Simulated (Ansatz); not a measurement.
# MgO: a listed cell, distorted in several ways

Aim: see how energy, forces, stress and gap of MgO answer to random distortions, further strains and shifts, distortions that keep the symmetry. Nothing is relaxed unless a step says so.

Program: Ansatz 0.2.0. Level of theory: DFT PBE, scalar-relativistic, plane waves, PAW. These are calculated values, not measurements.

### Step 1. The structure to begin with

It takes space group P-6m2 (No. 187, hexagonal). The conventional cell has a = 2.938 Å, b = 2.938 Å, c = 2.680 Å, α = 90.00°, β = 90.00°, γ = 120.00°. Mg (site symmetry -6m2) is surrounded by 6 O at 2.16 Å. O (site symmetry -6m2) is surrounded by 6 Mg at 2.16 Å.

Structure file:

```cif
data_structure
_symmetry_space_group_name_H-M 'P 1'
_symmetry_Int_Tables_number 1
_cell_length_a 2.9380
_cell_length_b 2.9380
_cell_length_c 2.6797
_cell_angle_alpha 90.000
_cell_angle_beta 90.000
_cell_angle_gamma 120.000
_cell_volume 20.03
loop_
_atom_site_label
_atom_site_type_symbol
_atom_site_fract_x
_atom_site_fract_y
_atom_site_fract_z
_atom_site_occupancy
Mg1 Mg 0.00000 0.00000 0.00000 1
O1 O 0.33333 0.66667 0.50000 1
```

The structure comes from the Materials Project (structure only).

### Step 2. A random distortion, cell strained

Against the listed cell: strain xx, yy, zz, yz, xz, xy = -0.5, +0.4, +0.3, -0.9, -0.5, +1.0 %; atoms moved by 0.15 Å root mean square, at most 0.15 Å.

input.yaml reads:

```yaml
crystal:
  lattice:
    - [2.9240946843, 0.029380209, -0.0151308077]
    - [-1.4366033348, 2.5388195893, -0.0150543187]
    - [-0.013800352, -0.0238223552, 2.6876654464]
  atoms:
    - { symbol: Mg, position: [0.0201593811, 0.0016192418, -0.0517785706] }
    - { symbol: O, position: [0.3131739489, 0.6650474282, 0.5517785706] }
basis:
  ecutwfc: 420
kpoints:
  mp_grid: { grid: [12, 12, 10] }
hamiltonian:
  xc: pbe
scf:
  occupations: { method: gaussian, width: 0.02 }
output:
  forces: true
  stress: true
  eigenvalues: true
  populations: true
```

Started as:

```console
> ansatz run input.yaml --threads 1 --pin off --max-ram 1331MiB --backend cpu --events-out ev --progress --plain --runs-dir out
```

### Step 3. A distortion of lower symmetry

input.yaml reads:

```yaml
crystal:
  lattice:
    - [3.0672938231, 0.0587604181, 0.0013514896]
    - [-1.4827588968, 2.6857498198, 0.0013343318]
    - [0.0012326528, 0.0021169472, 2.7782118336]
  atoms:
    - { symbol: Mg, position: [0.0294764888, -0.0294764888, 0.0] }
    - { symbol: O, position: [0.3038568412, 0.6961431588, 0.5] }
basis:
  ecutwfc: 420
kpoints:
  mp_grid: { grid: [12, 12, 10] }
hamiltonian:
  xc: pbe
scf:
  occupations: { method: gaussian, width: 0.02 }
output:
  forces: true
  stress: true
  eigenvalues: true
  populations: true
```

### Step 4. A change within the space group

input.yaml reads:

```yaml
crystal:
  lattice:
    - [2.9952829308, 0.0, 0.0]
    - [-1.4976414654, 2.5939911096, 0.0]
    - [0.0, 0.0, 2.9730781632]
  atoms:
    - { symbol: Mg, position: [0.0, 0.0, 0.0] }
    - { symbol: O, position: [0.33333333, 0.66666667, 0.5] }
basis:
  ecutwfc: 420
kpoints:
  mp_grid: { grid: [12, 12, 10] }
hamiltonian:
  xc: pbe
scf:
  occupations: { method: gaussian, width: 0.02 }
output:
  forces: true
  stress: true
  eigenvalues: true
  populations: true
```

Q: Predict the outcome of this session. Wanted: for each run, case; energy; pressure; largest force.

**Answer**, as computed:

```
step                                case  energy (meV/atom)  pressure (GPa)  largest force (eV/Å)  gap on the mesh (eV)
   2  a random distortion, cell strained               +0.0             7.6                  1.35                  2.95
   3      a distortion of lower symmetry              +49.0            -8.2                  0.93                  2.00
   4     a change within the space group              +78.1           -15.3                  0.00                  1.51
```

Energies are counted from step 2, with the smearing taken to zero. 

**Reading.** Among the distorted cells of the listed formula and level the largest force, 1.35 eV/Å, comes in step 2, shared by 2 atoms. Among the distorted cells of the listed formula and level the gap runs from 1.51 eV to 2.95 eV.

The gaps are Kohn-Sham values of a semilocal functional, not quasiparticle or optical gaps. Such gaps usually fall short of the measured ones.
